## Silicon's band gap and the points that a mesh can see

An electron state in a crystal carries a wave vector, and a calculation visits only a finite mesh of such vectors. On the line from the zone centre Γ to the zone-face point X, an n×n×n mesh that contains Γ has points at the fractions 2j/n of the way, where j is a whole number. Silicon's lowest conduction states, its valley, lie near 0.85 of that way. The quality of a gap read from the mesh therefore depends on how close one of these fractions comes to the valley, and a denser mesh may do worse.

The 5×5×5 mesh has a point at 0.8 and comes closest. The 8×8×8 mesh offers 0.75, somewhat farther off. The 6×6×6 mesh steps from two thirds straight to X and misses the valley on both sides. For one and the same functional, the gap should then rise in the mesh order 5, 8, 6.

Kohn-Sham DFT band gaps of silicon (2-atom cell, edges 3.849 Å, no spin polarization) from ABINIT 10.8.3, ABACUS 3.10.1 and Quantum ESPRESSO 7.5, read on the listed k-mesh; the Quantum ESPRESSO density comes from an 8×8×8 mesh. The measured value is 1.11 eV, the indirect gap of the bulk crystal at 300 K, quoted from a textbook in arXiv:1709.02567.

```csv
program,functional,how the value is got,potentials or basis,wave cutoff (eV),k-mesh,computed band gap (eV),computed less measured (eV)
ABINIT 10.8.3 (1),PBE,"Kohn-Sham, on the mesh",JTH PAW PBE v2.0,408.2,5x5x5,0.597,-0.51
Quantum ESPRESSO 7.5,PBEsol,"Kohn-Sham, on the mesh",PseudoDojo 0.4.1 SR PBEsol standard,489.8,6x6x6,0.608,-0.50
ABACUS 3.10.1,PBE,"Kohn-Sham, on the mesh",PseudoDojo NC SR 0.4.1 PBE standard,489.8,8x8x8,0.625,-0.49
ABINIT 10.8.3 (2),PBE,"Kohn-Sham, on the mesh",PseudoDojo NC SR PBE v0.5 standard,489.8,8x8x8,0.625,-0.49
ABINIT 10.8.3 (3),LDA,"Kohn-Sham, on the mesh",PseudoDojo NC SR LDA v0.4 stringent,326.5,6x6x6,0.629,-0.48
ABINIT 10.8.3 (4),PBE,"Kohn-Sham, on the mesh",PseudoDojo NC SR PBE v0.4.1 standard,381.0,6x6x6,0.722,-0.39
ABINIT 10.8.3 (5),PBE,"Kohn-Sham, on the mesh",SPMS NC PBE v1.0,381.0,6x6x6,0.722,-0.39
ABINIT 10.8.3 (6),SCAN,"Kohn-Sham, on the mesh",JTH PAW PBE v2.0,489.8,8x8x8,0.874,-0.24
```

The PBE rows follow this odd order, with gaps of 0.597, 0.625 and 0.722 eV. Program and potentials are unlikely to be the reason: ABACUS and ABINIT agree on the 8×8×8 mesh, and two different sets of potentials agree on the 6×6×6 mesh. The 5×5×5 run has potentials that no other PBE row shares, so it needs a separate control. The direct gap at Γ, a point that every mesh here contains, supplies a partial one, since it tests the potentials at Γ but not in the valley. Among the same PBE runs it varies by only 0.01 eV, while the indirect gap varies by 0.125 eV.

The valley lies inside the line, and not at its end, because of the symmetry of the diamond structure. At X the two lowest conduction bands are forced to meet, and they do so with opposite slopes. Going inwards from X, the lower band therefore keeps falling for a while before it turns up towards Γ. A mesh point at X sits on the flank of the valley.

The top of the valence band lies at Γ and is always sampled. For a given electron density the mesh can thus err only on the conduction side, and only upwards, since any point beside the minimum has a higher energy. The mesh also affects the density itself, but the nearly constant direct gap suggests that this matters little. Each computed band gap in the table is therefore, apart from that small effect, an upper bound to what its own functional and potentials would give at the valley. The PBE value nearest to experiment is simply the one with the poorest view of the valley.

The size of the effect follows from the curvature of the band. Near its minimum the energy rises as ħ²q²/2m, where q is the distance from the minimum and m the effective mass along the line. For silicon m is roughly 0.92 electron masses, a well-known value, and for a free electron ħ²/2m is about 3.8 eV Å². The prefactor is then 3.8/0.92, or about 4.1 eV Å².

The cubic cell has an edge of about 5.4 Å, so the line from Γ to X is 2π/5.4, or about 1.2 Å⁻¹, long. A point at X lies 0.15 of this length from the valley, which makes q about 0.17 Å⁻¹. The excess energy is 4.1 × 0.17², or about 0.12 eV. At 0.8 the distance is three times smaller and the excess nine times smaller, so the two meshes should differ by about 0.11 eV, close to the spread in the PBE rows.

A sharper test takes the shape of the valley from the calculation itself. A cubic curve was drawn through four band energies of the PBEsol run, using the fact that the two bands continue each other through X. It puts the valley at 0.84 of the line and 0.13 eV below X. Applied to the PBE gaps, none of which entered the curve, it shrinks their spread from 0.125 to 0.01 eV, as the output after this section shows.

This correction assumes that PBE, LDA and SCAN share the valley shape of PBEsol. It also assumes that X is the lowest conduction point in every 6×6×6 run, which the band energies confirm for PBEsol alone. The simple parabola is cruder and leaves a PBE spread of 0.03 eV. Either way the rule carries over to other meshes: 10×10×10 again has 0.8 as its nearest point, so its indirect gap should be hardly better than that of 5×5×5.

Gaps read straight from a mesh are best compared between functionals on equal meshes. LDA on the 6×6×6 mesh seems to match PBE on the 8×8×8 mesh, but on the same 6×6×6 mesh PBE lies 0.09 eV higher. The apparent agreement arises because the coarser view of the valley lifts the LDA gap. PBEsol benefits in the same way, and its corrected gap is about 0.48 eV, well below the 0.608 eV in the table.

With the mesh effect removed, PBE gives about 0.59 eV, which is 0.52 eV below the measured gap. This error is some four times the whole PBE spread between meshes. Theory traces much of it to the meaning of the orbital energies. A true gap is the cost of removing an electron from the crystal, less the energy gained by adding one to it. The exact potential would jump by a constant when the added electron enters, and this jump is part of the true gap but not of the spacing between the orbital energies. LDA, PBE and PBEsol have no such jump to add, so their gaps come out too small.

SCAN depends on the orbitals through their kinetic-energy density, and its orbital energies can include part of that jump. On the 8×8×8 mesh it raises the gap by 0.25 eV over PBE. The direct gap at Γ rises too, by 0.29 eV, so the opening isn't a matter of sampling. After the mesh correction SCAN removes a little under half of the PBE error, though its potentials were made for PBE, and the effect of that mismatch is untested here.

For silicon devices the two errors weigh very differently. The density of thermally created carriers, which feeds the leakage of a junction, varies as exp(−E/2kT), where E is the gap, k Boltzmann's constant and T the temperature. With all else equal, the PBE spread between meshes changes this density at 300 K by a factor of about 11. The remaining PBE error changes it by a factor of about 25,000. A better mesh doesn't reduce that error, so the PBE gap stays unfit for a leakage estimate.

What closes the rest is a better account of adding and removing electrons, as in hybrid functionals or the GW method. The target itself also moves. The measured gap belongs to a vibrating crystal at room temperature, and vibrations narrow silicon's gap by roughly 0.1 eV in all. The calculations hold the atoms still, so their true shortfall is larger than the column "computed less measured" suggests.

Numerical output:

```
PBEsol valley position from the cubic, fraction of Gamma-X: 0.8444
PBEsol valley depth below X and below the 2/3 point, eV: 0.1307, 0.1548
Mesh correction, energies in eV:
                   row  mesh point  excess by cubic  excess by parabola  gap at valley  valley gap less measured
     ABINIT 10.8.3 (1)         0.8          0.01006             0.01379         0.5869                   -0.5231
  Quantum ESPRESSO 7.5           1           0.1307              0.1242         0.4773                   -0.6327
         ABACUS 3.10.1        0.75          0.04478             0.05518         0.5802                   -0.5298
     ABINIT 10.8.3 (2)        0.75          0.04478             0.05518         0.5802                   -0.5298
     ABINIT 10.8.3 (3)           1           0.1307              0.1242         0.4983                   -0.6117
     ABINIT 10.8.3 (4)           1           0.1307              0.1242         0.5913                   -0.5187
     ABINIT 10.8.3 (5)           1           0.1307              0.1242         0.5913                   -0.5187
     ABINIT 10.8.3 (6)        0.75          0.04478             0.05518         0.8292                   -0.2808
PBE spread of gaps as computed, after cubic, after parabola, eV: 0.125, 0.01108, 0.02803
PBE spread of direct gap at Gamma, eV: 0.01018
Mean PBE valley gap and its error against measured, eV: 0.586, -0.524
SCAN less PBE on the 8x8x8 mesh, indirect and direct gap, eV: 0.249, 0.2929
Share of the PBE valley-gap error removed by SCAN, percent: 46.42
PBE less LDA on the 6x6x6 mesh, eV: 0.093
Factor in intrinsic carrier density at 300 K from PBE mesh spread and from PBE valley-gap error: 11.22, 25204
```
